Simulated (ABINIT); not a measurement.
# TiC: equation of state with PBE

TiC:

```
Ti C
1.0
     0.00000    2.16572    2.16572
     2.16572    0.00000    2.16572
     2.16572    2.16572    0.00000
Ti C
1 1
Direct
  0.00000 0.00000 0.00000
  0.50000 0.50000 0.50000
```

The cell is a database's computed one.

| Property | Result |
| --- | --- |
| Program | ABINIT 10.8.3 (patched build) |
| Task | equation of state |
| Functional | PBE |
| Potentials or basis | SG15 NC PBE v1.2 |
| Cutoff | 1088 eV |
| k mesh | 11 × 11 × 11 |
| Occupations | fermi-dirac, width 0.05 eV |
| Spin | no spin polarisation |

```yaml
Equilibrium_volume: 10.18 Å³/atom
Bulk_modulus: 250 GPa
Pressure_derivative_of_the_bulk_modulus: 4.0
```

Energy against volume, from the lowest point:
```csv
volume (Å³/atom),energy (meV/atom)
9.548,33.74
9.752,14.91
9.955,3.92
10.158,0.00
10.361,2.49
10.564,10.78
10.767,24.31
```

It took 4 min on 1 thread of Arm Neoverse V1, with other jobs on the host, peak memory 0.11 GiB.

Caveat: pressures at fixed basis lie under the slope of the energies.
